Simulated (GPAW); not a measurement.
Runs of GPAW 26.7.0 on CdSe. It takes space group F-43m (No. 216, cubic). Conventional cell: a = 6.141 Å, b = 6.141 Å, c = 6.141 Å, α = 90.00°, β = 90.00°, γ = 90.00°. Cd (site symmetry -43m) is surrounded by 4 Se at 2.66 Å. Around Se (site symmetry -43m) lie 4 Cd at 2.66 Å. Measurements of this composition are mostly on another form, of space group No. 186.

| task | level | potentials or basis | spin | k mesh | cutoff (eV) | maxiter | band path | band points | spin axis theta (degrees) | spin axis phi (degrees) | grid spacing | mesh quality | gap on the mesh (eV) | pressure (GPa) | V0 of scaled cells (Å³/atom) | B0 (GPa) |
| --- | --- | --- | --- | --- | --- | --- | --- | --- | --- | --- | --- | --- | --- | --- | --- | --- |
| band structure | MS2 | GPAW PAW data sets (gpaw-data 1.2.1), pw | SOC, no magnetisation | 6 × 6 × 6 | 600 | 150 | GXWKGLUWLK,UX | 80 | 54.7 | 45 | - | not flagged | 0.77 | -0.7 | - | - |
| equation of state | PBEsol | PAW data sets generated in the run's folder for this functional, pw | off | 6 × 6 × 6 | 600 | 150 | - | - | - | - | - | not flagged | - | - | (a) | (b) |
| band structure | C09-vdW | GPAW PAW data sets (gpaw-data 1.2.1), pw | SOC, no magnetisation | 6 × 6 × 6 | 600 | 150 | GXWKGLUWLK,UX | 80 | 90 | 0 | - | not flagged | 0.31 | - | - | - |
| equation of state | C09-vdW | GPAW PAW data sets (gpaw-data 1.2.1), pw | off | 6 × 6 × 6 | 600 | 150 | - | - | - | - | - | not flagged | - | - | 28.43 | 51 |
| equation of state | vdW-DF-cx | GPAW PAW data sets (gpaw-data 1.2.1), pw | off | 6 × 6 × 6 | 600 | 150 | - | - | - | - | - | not flagged | - | - | 28.70 | 49 |
| band structure | BLYP | PAW data sets generated in the run's folder for this functional, pw | SOC, no magnetisation | 6 × 6 × 6 | 600 | 150 | GXWKGLUWLK,UX | 60 | 90 | 45 | - | not flagged | 0.33 | 3.8 | - | - |
| equation of state | PBEint | PAW data sets generated in the run's folder for this functional, pw | off | 6 × 6 × 6 | 600 | 150 | - | - | - | - | - | not flagged | - | - | 28.56 | 50 |
| single point | HF | GPAW PAW data sets (gpaw-data 1.2.1), pw | off | 3 × 3 × 3 | 450 | 60 | - | - | - | - | - | coarse | (d) | - | - | - |
| equation of state | BLYP+D3 | PAW data sets generated in the run's folder for this functional, pw | off | 6 × 6 × 6 | 600 | 150 | - | - | - | - | - | not flagged | - | - | (c) | 50 |

Alike in all rows: cell as given; smearing fermi-dirac 0.05 eV.

Q: Fill in the values left out.

A: (a) 28.03; (b) 53; (c) 28.64; (d) 7.71.

Caveats: some runs use coarse meshes; the PAW data sets were made with another functional, which shifts forces and pressure a little (some runs); spin-orbit coupling was added after a scalar SCF, so levels and gaps hold it while energy, forces, pressure and moments don't (some runs); this program's spin-orbit splittings come out too wide for heavy elements (some runs); exact exchange converges slowly with the k mesh, and this mesh is small (some runs).

A k mesh can miss the band edges, and rows without SOC leave out spin-orbit coupling on Cd, Se.
